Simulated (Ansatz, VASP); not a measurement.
**BN: VASP beside Ansatz**

POSCAR

```
BN
1.0
    0.0000000000      1.8130010000      1.8130010000
    1.8130010000      0.0000000000      1.8130010000
    1.8130010000      1.8130010000      0.0000000000
B N
1 1
Direct
    0.0000000000      0.0000000000      0.0000000000
    0.7500000000      0.7500000000      0.7500000000
```

File INCAR.step1:

```
SYSTEM = BN
PREC     = Accurate       ! precision mode
ENCUT    = 600            ! plane-wave cutoff, eV
ISMEAR   = 0              ! smearing method
SIGMA    = 0.02           ! smearing width, eV
LREAL    = .FALSE.        ! projectors in reciprocal space
LASPH    = .TRUE.         ! aspherical terms in the spheres
NELM     = 100            ! most SCF steps
GGA      = PE             ! functional
ALGO     = Normal         ! electronic algorithm
EDIFF    = 1E-4           ! SCF threshold, eV
LWAVE    = .TRUE.         ! write WAVECAR
LCHARG   = .FALSE.        ! write CHGCAR
```

The input INCAR.step2:

```
SYSTEM = BN
PREC     = Accurate       ! precision mode
ENCUT    = 600            ! plane-wave cutoff, eV
EDIFF    = 1E-6           ! SCF threshold, eV
ISMEAR   = 0              ! smearing method
SIGMA    = 0.02           ! smearing width, eV
LREAL    = .FALSE.        ! projectors in reciprocal space
LASPH    = .TRUE.         ! aspherical terms in the spheres
NELM     = 100            ! most SCF steps
ALGO     = Normal         ! electronic algorithm
ISIF     = 3              ! what is computed and relaxed
LWAVE    = .FALSE.        ! write WAVECAR
LCHARG   = .FALSE.        ! write CHGCAR
METAGGA  = R2SCAN         ! meta-GGA
LMIXTAU  = .TRUE.       
IBRION   = 2              ! ionic algorithm
NSW      = 100            ! ionic steps
EDIFFG   = -0.005         ! ionic threshold
ISTART   = 1
```

File KPOINTS:

```
Automatic mesh
0
G
  12 12 12
  0 0 0
```

Input for Ansatz:

```yaml
crystal:
  lattice:
    - [0.0, 1.813001, 1.813001]
    - [1.813001, 0.0, 1.813001]
    - [1.813001, 1.813001, 0.0]
  atoms:
    - { symbol: B, position: [0.0, 0.0, 0.0] }
    - { symbol: "N", position: [0.75, 0.75, 0.75] }
basis:
  ecutwfc: 500
kpoints:
  mp_grid: { grid: [12, 12, 12] }
hamiltonian:
  xc: r2scan
scf:
  occupations: { method: gaussian, width: 0.02 }
output:
  forces: true
  stress: true
  eigenvalues: true
relax:
  adjacent_minimum: "off"
  f_tol: 0.005
  max_steps: 80
  cell: { stress_tol: 0.05 }
```

The cell is a database's computed one.

Alike in both runs: task relaxation of cell and atoms; functional r2SCAN; k mesh 12 × 12 × 12; occupations gaussian, width 0.02 eV; no spin polarisation.

|  | VASP | Ansatz |
| --- | --- | --- |
| version | VASP 6.6.1 | Ansatz 0.2.0 |
| potentials or method | VASP PAW PBE potentials, release 64 (B, N) | scalar-relativistic, plane waves, PAW |
| plane-wave cutoff (eV) | 600 | 500 |
| valence electrons in the cell | 8 | 8 |

|  | VASP | Ansatz | Ansatz less VASP |
| --- | --- | --- | --- |
| gap on the k mesh at the Fermi level, each at its own relaxed structure (eV) | 4.98 | 5.00 | +0.025 |
| relaxed volume (Å³/atom) | 5.90 | 5.88 | -0.018 |
| relaxed cell length with the largest relative difference (Å) | 2.555 | 2.552 | -0.0026 |
| energy change over the relaxation (meV/atom) | -1 | -1 | -0.5 |

Caveats: the PAW data sets were made with another functional, which shifts forces and pressure a little (VASP). r2SCAN opens gaps a little over a GGA but as a rule still falls short of measured ones. A k mesh can miss the band edges.
